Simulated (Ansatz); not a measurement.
The reference is InN in the zinc blende structure (space group F-43m, No. 216).

```yaml
crystal:
  lattice:
    - [0.00000, 2.49995, 2.49995]
    - [2.49995, 0.00000, 2.49995]
    - [2.49995, 2.49995, 0.00000]
  atoms:
    - { symbol: N, position: [0.75000, 0.75000, 0.75000] }
    - { symbol: In, position: [0.00000, 0.00000, 0.00000] }
```

Cartesian axes are those of the cell as printed.

The values are results of r2SCAN in Ansatz (plane waves to 500 eV, PAW, scalar-relativistic without spin-orbit coupling), earlier PAW set, not measurements.

For the base:

- Shortest interatomic distance = 2.165 Å
- Band gap = zero

Now apply this change: uniaxial stress, 1 GPa tension along z; all other stress components relax to zero.

### Question
How does this affect the energy relative to the base?

### Answer
The energy goes up by 0.6 meV/atom.

### Question
Predict the new shortest interatomic distance.

### Answer
The shortest interatomic distance hardly moves (2.165 Å against 2.167 Å).

### Question
Estimate the effect on the band gap.

### Answer
The band gap is still zero.

The mesh was chosen for an insulator and is coarse for the gapless case. Load acts through the strain it causes; cell and atoms are relaxed under it. Beyond what the load breaks, stability against distortions was not tested. The final runs are not spin-polarised. This is not the structure that InN has at room temperature and ambient pressure. The zero or small gap of InN can change with the level of theory.

Ansatz is a program for electronic structure.
